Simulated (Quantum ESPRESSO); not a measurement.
**BP: zone-centre phonons and dielectric response under several settings**

```xyz
2
Lattice="0.0000 2.2690 2.2690 2.2690 0.0000 2.2690 2.2690 2.2690 0.0000" Properties=species:S:1:pos:R:3 pbc="T T T"
P     3.4035    3.4035    3.4035
B     0.0000    0.0000    0.0000
```

All runs used Quantum ESPRESSO 7.5; k mesh 8 × 8 × 8, shifted; no spin polarisation; occupations smeared at first, fixed for the response.

```tsv
level	potentials	geometry	cutoff (eV)	volume (Å³/atom)	pressure (GPa)	lowest optical mode without the field (cm⁻¹)	highest mode with the field (cm⁻¹)	ε∞ (mean)	ε0 (mean)	Born charge of atom 1 (e)
LDA	GBRV 1.5 LDA	relaxed cell	612	11.34	0.0	820	827	9.19	9.3	0.63
PBEsol	GBRV 1.5 PBEsol	relaxed cell	612	11.55	0.0	811	816	9.30	9.4	0.55
PBE	JTH 2.0 PBE	relaxed cell	490	11.75	0.0	802	806	9.17	9.3	0.48
RPBE	PseudoDojo 0.4.1 SR PBE standard	relaxed cell	1034	?	0.0	?	?	?	?	?
RPBE	PseudoDojo 0.4.1 SR PBE standard	given cell, atoms relaxed	1034	11.68	1.9	806	811	9.03	9.1	0.51
```

Question: What stands in the row left open?

Answer: Volume 11.82 Å³/atom; lowest optical mode without the field 796 cm⁻¹; highest mode with the field 801 cm⁻¹; ε∞ 9.04; ε0 9.1; Born charge of atom 1 0.48 e.

Caveats: the potentials were made for another functional, which shifts forces and pressure (some runs); the cutoff is low for these files, which shifts pressure and relaxed volume (some runs).

For the row left open. Caveat: the potentials were made for another functional, which shifts forces and pressure.
